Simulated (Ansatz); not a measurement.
# SiO2: structure and electronic properties

Aim: for SiO2, relax cell and atoms, see whether it has a gap, which orbitals make up the states near it and how charge is shared and get the carriers' masses.

Program: Ansatz 0.2.0. Level of theory: DFT r2SCAN, scalar-relativistic, plane waves, PAW. These are calculated values, not measurements.

**1. The starting structure**

Symmetry: Fd-3m, No. 227, cubic system. Conventional cell: a = 7.120 Å, b = 7.120 Å, c = 7.120 Å, α = 90.00°, β = 90.00°, γ = 90.00°. Si (site symmetry -43m) is surrounded by 4 O at 1.54 Å. O (site symmetry -3m) has 2 Si at 1.54 Å as nearest neighbours.

As a file:

```
CELL_PARAMETERS angstrom
0.00000 3.56000 3.56000
3.56000 0.00000 3.56000
3.56000 3.56000 0.00000
ATOMIC_POSITIONS crystal
Si 0.50000 0.50000 0.50000
Si 0.75000 0.75000 0.75000
O 0.62500 0.62500 0.62500
O 0.12500 0.62500 0.62500
O 0.62500 0.62500 0.12500
O 0.62500 0.12500 0.62500
```

The structure comes from the Crystallography Open Database.

(A quick probe on a coarse mesh, which set the mesh and smearing, is not shown.)

**3. Coarse relaxation**

The input, input.yaml:

```yaml
crystal:
  lattice:
    - [0.0, 3.56, 3.56]
    - [3.56, 0.0, 3.56]
    - [3.56, 3.56, 0.0]
  atoms:
    - { symbol: Si, position: [0.5, 0.5, 0.5] }
    - { symbol: Si, position: [0.75, 0.75, 0.75] }
    - { symbol: O, position: [0.625, 0.625, 0.625] }
    - { symbol: O, position: [0.125, 0.625, 0.625] }
    - { symbol: O, position: [0.625, 0.625, 0.125] }
    - { symbol: O, position: [0.625, 0.125, 0.625] }
basis:
  ecutwfc: 500
kpoints:
  mp_grid: { grid: [6, 6, 6] }
hamiltonian:
  xc: r2scan
scf:
  occupations: { method: gaussian, width: 0.1 }
output:
  forces: true
  stress: true
  eigenvalues: true
relax:
  adjacent_minimum: "off"
  f_tol: 0.05
  max_steps: 80
  cell: { stress_tol: 0.5 }
```

Further runs follow: the relaxation; static run: bands, density of states and charges; seeking the band edges over the whole zone; eigenvalues a small step from each edge.

What does the calculation give? Wanted: relaxed cell; volume; formation energy; gap; Bader charges; gap over the zone; valence top, conduction bottom; hole masses; electron masses.

**Answer**, as computed:

| quantity | value |
| --- | --- |
| relaxed cell (conventional) | a = 7.401 Å, b = 7.401 Å, c = 7.401 Å, α = 90.00°, β = 90.00°, γ = 90.00° |
| space group (0.01 Å) | Fd-3m (No. 227) |
| volume | 16.89 Å³/atom |
| formation energy (elements from runs with the same settings, not shown) | -3.00 eV/atom |
| gap | 6.05 eV, indirect on the path |
| Bader charges | Si +3.38, O -1.69 e |
| gap over the zone | 6.05 eV, indirect |
| valence top, conduction bottom (fractional k) | (0.000, 0.000, 0.500), (0.000, 0.000, 0.000) |
| hole masses | 1.03 to 3.05 m0 along the directions sampled |
| electron masses | 0.60 to 0.60 m0 along the directions sampled |

Relaxation raised the volume by 12.3 %. A change this large, from a start under high stress, points beyond the functional: the entry may be disordered, lack atoms or hold sites in another order than in this ordered cell, or the electronic state differs. It has a gap of 6.05 eV, with the valence top between Γ and L and the conduction bottom at Γ on the path. Of the projected weight, the top eV of the valence band is O 2p (98 %). Bader charges of up to 3.4 e point to largely ionic bonding. Electron masses come out at 0.60 and hole masses at 1.03 to 3.05 m0. These cover the sampled directions only.
